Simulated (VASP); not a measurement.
Input of a VASP 6.6.1 run:

The input INCAR:

```
PREC = Accurate ; ENCUT = 520
EDIFF = 1E-6 ; ISMEAR = 0
SIGMA = 0.1 ; LREAL = False
LASPH = True ; NELM = 100
ALGO = Fast ; ISIF = 2
LWAVE = False ; LCHARG = False
LDIPOL = True ; IDIPOL = 3
DIPOL = 0.5 0.5 0.295 ; GGA = PE
NBANDS = 14
```

Contents of KPOINTS:

```
Automatic mesh
0
Gamma
  24 24 1
```

Contents of POSCAR:

```
Re
1.0
    2.7454724218      0.0000002086      0.0000000000
   -1.3727363916      2.3776487584      0.0000000000
    0.0000000000      0.0000000000     28.7976974000
Re
2
Direct
    0.0000000000      0.0000000000      0.3343542249
    0.0000000000      0.0000000000      0.2559707502
```

Potentials or basis: VASP PAW PBE potentials, release 64 (Re).

Command:

```bash
$ cat potpaw_PBE.64/Re/POTCAR > POTCAR
$ mpirun -np 1 vasp_std > vasp.out
```

Task: Estimate the largest force.

Result: 0.509 eV/Å.

Task: Predict the band gap on the k mesh.

Result: None (metal or under the smearing width).

Forces in eV/Å, atoms in the order of the input:
```
Re   0.000  0.000 -0.509
Re   0.000  0.000  0.509
```

Spin-orbit coupling is left out, which matters for the levels of Re.
